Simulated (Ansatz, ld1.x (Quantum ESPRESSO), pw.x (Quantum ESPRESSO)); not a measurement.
**From atom to crystal: TM potential for mercury**

```
Element                 : Hg (Z = 80)
Generator               : ld1.x (Quantum ESPRESSO) 7.5
Type                    : norm-conserving Troullier–Martins (Kleinman–Bylander form)
Functional              : PBE
Relativity              : scalar-relativistic
Frozen core             : [Xe] 4f14
Valence charge          : 12
Reference configuration : 5d10 6s2 6p0
Partial waves           : 6s (bound): rc 2.30 bohr; 5d (bound): rc 1.55 bohr; 6p (bound, empty): rc 3.05 bohr
Local potential         : the p channel
Core correction         : none
```

Atomic tests: cutoffs needed: 50 Ry and 80 Ry (the cutoffs (Ry, on a coarse ladder) from which the occupation-weighted sum of valence levels, in a spherical-Bessel basis at the reference potential, stays within 10 and 1 mRy of its value at 400 Ry); ghost test: no extra level below or beside the all-electron valence levels (s, d, p, f tested) (spherical-Bessel basis up to 400 Ry, 20 bohr box); largest excitation error: -180 meV (all-electron minus pseudo) for 5d9 6s0 6p0, out of 7 test configurations.

Crystal test: fcc Hg in pw.x 7.5, no spin, 11³ k-points, Fermi–Dirac smearing 0.01 Ry, cutoffs 100/400 Ry. The reference is all-electron LAPW (Ansatz 0.2.0) with the same functional, mesh and smearing; V0 and B0 come from Birch–Murnaghan fits to the pressures at five volumes. Errors are pseudo minus all-electron; Δ is the rms difference of the E(V) curves that follow from these fits, minima aligned, over ±6 % about the mean V0. Mesh and smearing are coarse, so the numbers serve the comparison and aren't converged zero-temperature values; the lattice is a test structure that the element need not adopt.

| V (Å³/atom) | P all-electron (GPa) | P pseudo (GPa) |
| --- | --- | --- |
| 29.353 | 0.22 | 1.09 |
| 30.126 | 0.11 | 0.87 |
| 30.898 | 0.02 | 0.70 |
| 31.670 | -0.07 | 0.53 |
| 32.443 | -0.16 | 0.37 |

All-electron: a0 = 4.988 Å (V0 = 31.03 Å³/atom), B0 = 3.7 GPa.

Pseudopotential: mean pressure error (GPa): +0.69. The pressure does not cross zero within the volumes sampled, so no fit is given. This is a poor potential for the solid.

At the middle volume, how do free energy and pressure move when the wave cutoff is lowered (ecutrho kept at four times it)?

```csv
cutoff (Ry),shift of F (meV/atom),shift of P (GPa)
45,+149.4,-6.69
60,+27.3,-0.05
80,+6.3,-0.20
```

The run at the middle volume (56 k-points, 6 iterations) took about 18 s on one core of a shared host (Intel(R) Xeon(R) 6975P-C, 192 threads, 1488 GiB, load 49).
